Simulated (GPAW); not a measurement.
# CrIn15As16 (InAs32 Cr1): moments or none, part 2 of 2

Wanted: the moments of CrIn15As16 (InAs32 Cr1) and the energy gained by spin polarisation.

GPAW 26.7.0; PBE; plane waves with GPAW's PAW setups, scalar-relativistic.

So far. Step 2 (Run 1 (ferro +)): After 30 cycles the largest moment stands at 3.13 μB.

**3. Start 2: no spin polarisation**

This run holds no moments, which gives a state to set the others against.

Input file nospin.py:

```python
import json
import numpy as np
from ase import Atoms
from ase.parallel import paropen, parprint
from gpaw import GPAW

atoms = Atoms(['Cr', 'As', 'In', 'As', 'In', 'As', 'In', 'As', 'In', 'As', 'In', 'As', 'In', 'As', 'In', 'As', 'In', 'As', 'In', 'As', 'In', 'As', 'In', 'As', 'In', 'As', 'In', 'As', 'In', 'As', 'In', 'As'],
    cell=[[12.116, 0.0, 0.0],
         [0.0, 12.116, 0.0],
         [0.0, 0.0, 6.058]],
    scaled_positions=[[0.0, 0.0, 0.0],
         [0.125, 0.125, 0.25],
         [0.0, 0.25, 0.5],
         [0.125, 0.375, 0.75],
         [0.25, 0.0, 0.5],
         [0.375, 0.125, 0.75],
         [0.25, 0.25, 0.0],
         [0.375, 0.375, 0.25],
         [0.0, 0.5, 0.0],
         [0.125, 0.625, 0.25],
         [0.0, 0.75, 0.5],
         [0.125, 0.875, 0.75],
         [0.25, 0.5, 0.5],
         [0.375, 0.625, 0.75],
         [0.25, 0.75, 0.0],
         [0.375, 0.875, 0.25],
         [0.5, 0.0, 0.0],
         [0.625, 0.125, 0.25],
         [0.5, 0.25, 0.5],
         [0.625, 0.375, 0.75],
         [0.75, 0.0, 0.5],
         [0.875, 0.125, 0.75],
         [0.75, 0.25, 0.0],
         [0.875, 0.375, 0.25],
         [0.5, 0.5, 0.0],
         [0.625, 0.625, 0.25],
         [0.5, 0.75, 0.5],
         [0.625, 0.875, 0.75],
         [0.75, 0.5, 0.5],
         [0.875, 0.625, 0.75],
         [0.75, 0.75, 0.0],
         [0.875, 0.875, 0.25]],
    pbc=True)
atoms.calc = GPAW(mode={'name': 'pw', 'ecut': 450},
    xc='PBE',
    kpts={'size': (3, 3, 5), 'gamma': True},
    occupations={'name': 'fermi-dirac', 'width': 0.05},
    convergence={'density': 1e-05, 'energy': 1e-05},
    maxiter=200,
    mixer={'name': 'pulay', 'beta': 0.05, 'nmaxold': 6, 'weight': 50},
    symmetry={'tolerance': 1e-4},
    txt='nospin.txt')
e = atoms.get_potential_energy(force_consistent=True)
res = {'free_energy': e, 'energy_sigma0': atoms.get_potential_energy(), 'fermi_energy': atoms.calc.get_fermi_level()}
parprint(f'free energy: {e:.6f} eV')
atoms.calc.write('nospin.gpw')
with paropen('results.json', 'w') as f:
    json.dump(res, f)
```

The run is started by

```
$ OMP_NUM_THREADS=1 mpirun -n 4 gpaw python nospin.py > nospin.log
```

Numbers of over 12 decimals in the logs are rounded to 6 here.

What it wrote:

```text
free energy: -129.548433 eV

--- nospin.txt ---
Input parameters:
  mode=PW(ecut=450),
  convergence={'density': 1e-05, 'energy': 1e-05},
  kpts=MonkhorstPack(size=(3, 3, 5), gamma=True),
  maxiter=200,
  mixer=Pulay(name='pulay', nmaxold=6, beta=0.05, weight=50, sigma=0.015, g_ss=None),
  occupations=Occupations(name='fermi-dirac', width=0.05),
  symmetry=Symmetry(tolerance=0.0001),
  xc=XC(name='PBE')

Diagonalizing LCAO Hamiltonian
Converting LCAO to pw mode
        .-----------------------------.
       /|                             |
      / |                             |
     /  |  As             As          |
    /   |        As             As    |
   /  In|            In               |
  /    As         As  As         As   |
 *      .---In-------------In---------.
 |     / As  As         As  As       /
 | In /       In  In         In     /
 |   In In     As   In  In    As   /
 |  / As             As           /
 | /      In             In      /
 |/                             /
 Cr-------------In-------------*

Atoms  # Å, Bohr magnetons
|    | symbol |         x |         y |        z |    initial magnetic moments |
|----|--------|-----------|-----------|----------|-----------------------------|
|  0 |     Cr |  0.000000 |  0.000000 | 0.000000 | ( 0.0000,  0.0000,  0.0000) |
|  1 |     As |  1.514500 |  1.514500 | 1.514500 | ( 0.0000,  0.0000,  0.0000) |
|  2 |     In |  0.000000 |  3.029000 | 3.029000 | ( 0.0000,  0.0000,  0.0000) |
|  3 |     As |  1.514500 |  4.543500 | 4.543500 | ( 0.0000,  0.0000,  0.0000) |
|  4 |     In |  3.029000 |  0.000000 | 3.029000 | ( 0.0000,  0.0000,  0.0000) |
|  5 |     As |  4.543500 |  1.514500 | 4.543500 | ( 0.0000,  0.0000,  0.0000) |
|  6 |     In |  3.029000 |  3.029000 | 0.000000 | ( 0.0000,  0.0000,  0.0000) |
|  7 |     As |  4.543500 |  4.543500 | 1.514500 | ( 0.0000,  0.0000,  0.0000) |
|  8 |     In |  0.000000 |  6.058000 | 0.000000 | ( 0.0000,  0.0000,  0.0000) |
|  9 |     As |  1.514500 |  7.572500 | 1.514500 | ( 0.0000,  0.0000,  0.0000) |
| 10 |     In |  0.000000 |  9.087000 | 3.029000 | ( 0.0000,  0.0000,  0.0000) |
| 11 |     As |  1.514500 | 10.601500 | 4.543500 | ( 0.0000,  0.0000,  0.0000) |
| 12 |     In |  3.029000 |  6.058000 | 3.029000 | ( 0.0000,  0.0000,  0.0000) |
| 13 |     As |  4.543500 |  7.572500 | 4.543500 | ( 0.0000,  0.0000,  0.0000) |
| 14 |     In |  3.029000 |  9.087000 | 0.000000 | ( 0.0000,  0.0000,  0.0000) |
| 15 |     As |  4.543500 | 10.601500 | 1.514500 | ( 0.0000,  0.0000,  0.0000) |
| 16 |     In |  6.058000 |  0.000000 | 0.000000 | ( 0.0000,  0.0000,  0.0000) |
| 17 |     As |  7.572500 |  1.514500 | 1.514500 | ( 0.0000,  0.0000,  0.0000) |
| 18 |     In |  6.058000 |  3.029000 | 3.029000 | ( 0.0000,  0.0000,  0.0000) |
| 19 |     As |  7.572500 |  4.543500 | 4.543500 | ( 0.0000,  0.0000,  0.0000) |
| 20 |     In |  9.087000 |  0.000000 | 3.029000 | ( 0.0000,  0.0000,  0.0000) |
| 21 |     As | 10.601500 |  1.514500 | 4.543500 | ( 0.0000,  0.0000,  0.0000) |
| 22 |     In |  9.087000 |  3.029000 | 0.000000 | ( 0.0000,  0.0000,  0.0000) |
| 23 |     As | 10.601500 |  4.543500 | 1.514500 | ( 0.0000,  0.0000,  0.0000) |
| 24 |     In |  6.058000 |  6.058000 | 0.000000 | ( 0.0000,  0.0000,  0.0000) |
| 25 |     As |  7.572500 |  7.572500 | 1.514500 | ( 0.0000,  0.0000,  0.0000) |
| 26 |     In |  6.058000 |  9.087000 | 3.029000 | ( 0.0000,  0.0000,  0.0000) |
| 27 |     As |  7.572500 | 10.601500 | 4.543500 | ( 0.0000,  0.0000,  0.0000) |
| 28 |     In |  9.087000 |  6.058000 | 3.029000 | ( 0.0000,  0.0000,  0.0000) |
| 29 |     As | 10.601500 |  7.572500 | 4.543500 | ( 0.0000,  0.0000,  0.0000) |
| 30 |     In |  9.087000 |  9.087000 | 0.000000 | ( 0.0000,  0.0000,  0.0000) |
| 31 |     As | 10.601500 | 10.601500 | 1.514500 | ( 0.0000,  0.0000,  0.0000) |

Unit cell  # Å
| periodic |         x |         y |        z |   lengths |    angles |
|----------|-----------|-----------|----------|-----------|-----------|
|      yes | 12.116000 |  0.000000 | 0.000000 | 12.116000 | 90.000000 |
|      yes |  0.000000 | 12.116000 | 0.000000 | 12.116000 | 90.000000 |
|      yes |  0.000000 |  0.000000 | 6.058000 |  6.058000 | 90.000000 |

Number of symmetries: 8

BZ-sampling:
  Number of BZ points: 45
  Number of IBZ points: 9

  Monkhorst-Pack size: [3, 3, 5]
  Monkhorst-Pack shift: [0, 0, 0]

Plane wave coefficients: 19320
Cutoff: 450.000000 eV

Spin-components: 1 (collinear spins)
Bands:           173
Projectors:      176
Spin-degeneracy: 2
Datatype:        complex128

Parallelization:
  kpt:    2
  domain: 2
  band:   1

Density:
  Valence electrons: 281.0
  Components: 1
  Grid points: [60 60 30]
  Charge: 0.0  # |e|

Potential:
  Grid points: [60 60 30]

[... setups left out ...]
Reference energy: -3412261.249954  # eV

eigensolver:
  PPCG
  Converge bands: occupied
  niter=2

density mixing:
  Pulay-Mixer
  Linear mixing parameters: 0.05
  Old densities: 6
  Fourier metric: weight=50, sigma=0.015

occupation numbers:
  Fermi-Dirac:
    width: 0.0500  # eV

poisson solver:
  ecut: 3600.000000  # eV

xc functional:
  name: PBE with 2 nearest neighbor stencil

convergence criteria:
- Maximum integral of absolute [dens]ity change: 1e-05 electrons / valence electron
- Maximum [total energy] change in last 3 cyles: 1e-05 eV / valence electron
- Maximum integral of absolute [eigenst]ate change: 4e-08 eV^2 / valence electron
maximum number of iterations: 200

SCF iterations
|iter     |      energy | eigst |  dens |
|---------|-------------|-------|-------|
|iter:   1|       0s | -136.671650 | -0.29 |       |
|iter:   2|      27s | -132.562006 | -1.28 | -1.09 |
|iter:   3|      53s | -131.811568 | -2.49 | -1.21 |
|iter:   4|      79s | -129.748059 | -1.27 | -1.23 |
|iter:   5|     106s | -129.578691 | -2.50 | -1.52 |
|iter:   6|     132s | -129.556205 | -2.30 | -1.52 |
|iter:   7|     157s | -129.515709 | -3.32 | -1.74 |
|iter:   8|     182s | -129.504530 | -3.00 | -1.74 |
|iter:   9|     206s | -129.504339 | -3.67 | -2.40 |
|iter:  10|     231s | -129.499824 | -3.95 | -2.61 |
|iter:  11|     255s | -129.499813 | -4.93 | -2.90 |
|iter:  12|     280s | -129.499659c| -5.20 | -2.94 |
|iter:  13|     305s | -129.499778c| -5.74 | -3.20 |
|iter:  14|     329s | -129.499835c| -6.36 | -3.31 |
|iter:  15|     354s | -129.499773c| -6.05 | -3.37 |
|iter:  16|     378s | -129.499771c| -6.75 | -3.60 |
|iter:  17|     403s | -129.499805c| -7.30 | -3.68 |
|iter:  18|     428s | -129.499830c| -7.49c| -3.79 |
|iter:  19|     452s | -129.499842c| -7.86c| -3.92 |
|iter:  20|     477s | -129.499849c| -7.43c| -4.06 |
|iter:  21|     489s | -129.499848c| -7.89c| -4.41 |
|iter:  22|     514s | -129.499843c| -8.04c| -4.46 |
|iter:  23|     526s | -129.499845c| -7.64c| -4.63 |
|iter:  24|     538s | -129.499845c| -8.66c| -4.65 |
|iter:  25|     550s | -129.499844c| -8.52c| -4.67 |
|iter:  26|     562s | -129.499844c| -8.45c| -4.76 |
|iter:  27|     574s | -129.499845c| -8.40c| -5.02c|

Converged in 27 steps
Energy contributions relative to reference atoms: (reference = -3412261.249954)

Energy contributions:
  Kinetic:         373.602065
  Coulomb:        -350.288083
  Zero:              3.280292
  External:          0.000000
  Xc:             -156.045529
  Entropy:          -0.097177
  Spinorbit:         0.000000
  ----------------------------
  Free energy:    -129.548433
  Extrapolated:   -129.499845

dipole moment: (-151.540598, -151.540598, -157.215683)  # |e|*Ang

Fermi level: 5.017
Eigenvalues  # (at kpt = [0.000, 0.000, 0.000])
| band index |      eig [eV] | occ [0-2] |
|------------|---------------|-----------|
|          0 |        -9.802 |     2.000 |
|        ... |               |           |
|        134 |         3.584 |     2.000 |
|        135 |         3.643 |     2.000 |
|        136 |         4.392 |     2.000 |
|        137 |         4.426 |     2.000 |
|        138 |         4.426 |     2.000 |
|        139 |         4.652 |     1.999 |
|        140 |         4.850 |     1.932 |
|        141 |         4.855 |     1.925 |
|        142 |         5.631 |     0.000 |
|        143 |         5.699 |     0.000 |
|        144 |         5.699 |     0.000 |
|        145 |         6.394 |     0.000 |
|        146 |         6.395 |     0.000 |
|        147 |         6.395 |     0.000 |
|        148 |         6.816 |     0.000 |
|        149 |         6.847 |     0.000 |
|        ... |               |           |
|        172 |         9.149 |     0.000 |

No gap
No difference between direct/indirect transitions
```

Run time: 10 min. Hardware: 4 MPI ranks of Arm Neoverse V1, shared host; peak memory 2 GiB; 41 min of CPU time.

Numbers from this step:

```
final state : non-magnetic (no spin polarisation)
```

It lies 1383 meV a seeded atom over the first start.

**4. Energies of the orders**

These are free energies at a smearing of 0.05 eV, so its entropy term is in the differences. They are divided by the number of seeded atoms, so that cells of unlike size compare.

Orders:

| start | final state | typed order kept | energy over the lowest (meV a seeded atom) | largest site moment (μB) | net moment (μB a primitive cell) | mesh matched | CPU time (s) |
| --- | --- | --- | --- | --- | --- | --- | --- |
| ferro + | ferromagnetic | yes | 0 | 3.132 | 2.958 | yes | 5413 |
| no spin polarisation | non-magnetic | - | 1383 | 0 | 0 | yes | 2456 |

**5. What came out**

```
lower run                          : with moments
largest site moment                : 3.13 μB
energy gained by spin polarisation : 1383 meV a seeded atom
```

The crystal holds moments, up to 3.13 μB, and gains 1383 meV a seeded atom by them. No antiferromagnetic order was tried, so the session says nothing on how the moments order.

[Logs and program files are shortened in this print: banners, set-up blocks, solver, clock and traceback lines can be left out without a mark of their own.]

[Logs are printed without paths, hosts, clocks, repeated set-up lines and the standing remarks that a program may print on its own settings, such as how far it seeks lower states.]

[Hosts, paths, dates, database ids (printed as entryN), source tags and the programs' standing remarks are cut or masked in the printed files.]

[Where a cell is said to come from a database of computed structures, the database is the Materials Project.]
